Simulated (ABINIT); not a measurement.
# BaO (Fm-3m): G0W0 in ABINIT against the screening cutoff in the self-energy

How does the gap of BaO (Fm-3m) converge in the screening cutoff in the self-energy?

Program: ABINIT 10.8.3. Level of theory: PBE and many-body steps on it, plane waves. Results are calculated unless marked as measured.

Report form: the programs' logs are mostly left out.

The database entry behind the starting cell differs from later determinations by our own check (about 0.7 % short), so it need not match the best structure at ambient conditions.

### Step 1. Set-up

Symmetry: Fm-3m, No. 225, cubic system. Conventional cell: a = 5.500 Å, b = 5.500 Å, c = 5.500 Å, α = 90.00°, β = 90.00°, γ = 90.00°. Nearest to Ba lie 6 O at 2.75 Å. Nearest to O lie 6 Ba at 2.75 Å. Farther neighbours and most contacts between anions are not listed.

Structure file:

```cif
data_structure
_symmetry_space_group_name_H-M 'P 1'
_symmetry_Int_Tables_number 1
_cell_length_a 3.8891
_cell_length_b 3.8891
_cell_length_c 3.8891
_cell_angle_alpha 60.000
_cell_angle_beta 60.000
_cell_angle_gamma 60.000
_cell_volume 41.59
loop_
_atom_site_label
_atom_site_type_symbol
_atom_site_fract_x
_atom_site_fract_y
_atom_site_fract_z
_atom_site_occupancy
Ba1 Ba 0.00000 0.00000 0.00000 1
O2 O 0.50000 0.50000 0.50000 1
```

The cell and positions come from the Crystallography Open Database and are kept as given unless a step says otherwise. Spin-orbit coupling is left out unless a step names it.

### Step 2. Screening, 6×6×6 mesh, 275 bands, screening to 272.1 eV

This step: ABINIT 10.8.3; RPA screening on PBE, plane waves, norm-conserving pseudopotentials.

The RPA dielectric matrix is built and inverted for each q.

run.abi reads:

```
acell 3*1.0 Angstrom
rprim 
  -0.000000000000 2.750000000000 2.750000000000
  2.750000000000 -0.000000000000 2.750000000000
  2.750000000000 2.750000000000 -0.000000000000
ntypat 2
znucl 56 8
natom 2
typat 1 2
xred 
  0.000000000000 0.000000000000 0.000000000000
  0.500000000000 0.500000000000 0.500000000000
pp_dirpath "pseudos"
pseudos "Ba.upf, O.upf"
ecut 36
ngkpt 6 6 6
nshiftk 1
shiftk 0 0 0
kptopt 1
chksymbreak 0
istwfk *1
occopt 1
irdwfk 1
optdriver 3
nband 275
ecuteps 10
inclvkb 2
awtr 1
symchi 1
indata_prefix "in"
outdata_prefix "out"
tmpdata_prefix "tmp"
```

The run is started by

```bash
> OMP_NUM_THREADS=1 mpirun -n 8 abinit run.abi > log
```

Wall time 3.9 min (8 MPI ranks of Intel Xeon Platinum 8488C (Sapphire Rapids), shared host); peak memory 3.8 GiB; 31 min of CPU time.

This step gave:

```
ε∞ with local fields, on this mesh, along the program's q direction : 4.013
the same without local fields                                       : 4.494
plasma frequency                                                    : 23.03 eV
plane waves in the screening matrix                                 : 411
```

Local fields lower ε∞ by 11 %.

### Step 3. 1 Ha

This step: G0W0 on PBE, plane waves, norm-conserving pseudopotentials.

Edit run.abi of step 2 so:

```diff
@@ -23,8 +23,17 @@
 irdwfk 1
-optdriver 3
+optdriver 4
 nband 275
-ecuteps 10
-inclvkb 2
-awtr 1
-symchi 1
+gwcalctyp 0
+ecutsigx 36
+symsigma 1
+nkptgw 2
+kptgw 
+  0.5000000000 0.5000000000 0.0000000000
+  0.0000000000 0.0000000000 0.0000000000
+bdgw 
+  6 10
+  6 12
+ecuteps 1
+irdscr 1
+ppmodel 1
 indata_prefix "in"
```

It took 5.4 s on 8 MPI ranks; peak memory 1.7 GiB.

This step gave:

```
G0W0 gap on the points computed              : 3.425 eV
starting gap on the mesh                     : 1.938 eV
k of the valence top                         : 0.5, 0.5, 0
k of the conduction bottom                   : 0.5, 0.5, 0
Z at the valence top                         : 0.818
Z at the conduction bottom                   : 0.852
least direct G0W0 gap on the computed points : 3.425 eV
```

### Step 4. 2 Ha

Edit run.abi of step 3 so:

```diff
@@ -35,3 +35,3 @@
   6 12
-ecuteps 1
+ecuteps 2
 irdscr 1
```

It took 5.7 s on 8 MPI ranks; peak memory 1.7 GiB.

This step gave:

```
G0W0 gap on the points computed              : 3.153 eV
starting gap on the mesh                     : 1.938 eV
k of the valence top                         : 0.5, 0.5, 0
k of the conduction bottom                   : 0.5, 0.5, 0
Z at the valence top                         : 0.803
Z at the conduction bottom                   : 0.85
least direct G0W0 gap on the computed points : 3.153 eV
```

### Step 5. 3.5 Ha

The self-energy is evaluated for the states that the input lists, and the levels follow from it, in one-shot runs by the linearised quasiparticle equation.

Edit run.abi of step 4 so:

```diff
@@ -35,3 +35,3 @@
   6 12
-ecuteps 2
+ecuteps 3.5
 irdscr 1
```

Elapsed: 8 s, on 8 MPI ranks; peak memory 2.1 GiB.

This step gave:

* G0W0 gap on the points computed: 2.949 eV
* starting gap on the mesh: 1.938 eV
* k of the valence top: 0.5, 0.5, 0
* k of the conduction bottom: 0.5, 0.5, 0
* least direct G0W0 gap on the computed points: 2.949 eV

The gap on the mesh goes from 1.94 eV to 2.95 eV, a correction of +1.01 eV.

### Step 6. 5 Ha

Edit run.abi of step 5 so:

```diff
@@ -35,3 +35,3 @@
   6 12
-ecuteps 3.5
+ecuteps 5
 irdscr 1
```

Run time: 16 s. Hardware: 8 MPI ranks; peak memory 2.6 GiB; 2.1 min of CPU time.

This step gave:

```yaml
g0w0_gap_on_the_points_computed: 2.99 eV
starting_gap_on_the_mesh: 1.938 eV
k_of_the_valence_top: 0.5, 0.5, 0
k_of_the_conduction_bottom: 0.5, 0.5, 0
least_direct_g0w0_gap_on_the_computed_points: 2.99 eV
```

Against the run before, the gap moves by +0.041 eV.

### Step 7. 7.5 Ha

Edit run.abi of step 6 so:

```diff
@@ -35,3 +35,3 @@
   6 12
-ecuteps 5
+ecuteps 7.5
 irdscr 1
```

Run time: 33 s. Hardware: 8 MPI ranks; peak memory 3.6 GiB; 4.4 min of CPU time.

Numbers from this step:

- G0W0 gap on the points computed: 3.026 eV
- starting gap on the mesh: 1.938 eV
- k of the valence top: 0.5, 0.5, 0
- k of the conduction bottom: 0.5, 0.5, 0
- least direct G0W0 gap on the computed points: 3.026 eV

Against the run before, the gap moves by +0.036 eV.

### Step 8. 10 Ha

Edit run.abi of step 7 so:

```diff
@@ -35,3 +35,3 @@
   6 12
-ecuteps 7.5
+ecuteps 10
 irdscr 1
```

It took 71 s on 8 MPI ranks; peak memory 4.3 GiB.

Numbers from this step:

```
G0W0 gap on the points computed              : 3.039 eV
starting gap on the mesh                     : 1.938 eV
k of the valence top                         : 0.5, 0.5, 0
k of the conduction bottom                   : 0.5, 0.5, 0
least direct G0W0 gap on the computed points : 3.039 eV
```

Against the run before, the gap moves by +0.013 eV.

### Step 9. Side by side

Times are wall times on 8 MPI ranks of Intel Xeon Platinum 8488C (Sapphire Rapids), shared host, good to a factor of about two. A run's time includes the screening step that it read.

```
   run   mesh  bands  screening cutoff (eV)  DFT gap (eV)  gap on the mesh (eV)  direct (eV)  ε∞ used     time
  1 Ha  6×6×6    275                   27.2         1.938                 3.425        3.425     4.01    4 min
  2 Ha  6×6×6    275                   54.4         1.938                 3.153        3.153     4.01    4 min
3.5 Ha  6×6×6    275                   95.2         1.938                 2.949        2.949     4.01  4.1 min
  5 Ha  6×6×6    275                  136.1         1.938                 2.990        2.990     4.01  4.2 min
7.5 Ha  6×6×6    275                  204.1         1.938                 3.026        3.026     4.01  4.5 min
 10 Ha  6×6×6    275                  272.1         1.938                 3.039        3.039     4.01  5.1 min
```

### Step 10. Summary of results

```
1 Ha         : 3.425 eV
2 Ha         : 3.153 eV
3.5 Ha       : 2.949 eV
5 Ha         : 2.990 eV
7.5 Ha       : 3.026 eV
10 Ha        : 3.039 eV
known limits : not at the basis limit; no spin-orbit coupling
```

The setting moved: screening cutoff in the self-energy. From 1 Ha to 10 Ha the gap moves by −0.39 eV, not steadily: it passes through 2.95 eV. The last step still moves it by +0.013 eV. Bands and screening cutoff are coupled, so a series along one setting does not show full convergence. Bands and cutoff are finite, so the gap is not at the basis limit. The miss can reach some tenths of an eV and take either sign; the mesh is an error of its own. In the G0W0 runs levels were corrected at 2 k points alone, so a gap called «on the mesh» is the least over those, and an edge elsewhere would be missed. The many-body steps are scalar-relativistic: spin-orbit coupling is not in them.

[Paths, hosts, dates, memory and timing lines, banners, echoed tables and standing remarks are left out of the program output.]

[Logs are printed without paths, hosts, clocks, repeated set-up lines and the standing remarks that a program may print on its own settings, such as how far it seeks lower states.]

[Runs of the session that timed out or met a known fault of the program may be left out.]

[Hosts, paths, dates, database ids (printed as entryN), source tags and the programs' standing remarks are cut or masked in the printed files.]

[G0W0 gaps are taken among the corrected bands and points alone; a level outside them can change the order at an edge.]

[Where Ansatz stands beside ABINIT at settings called matched, ABINIT's density can come from a denser mesh and the files from another edition; pairs whose starting gaps differed by over 0.03 eV were left out, so agreement reads better than it is.]
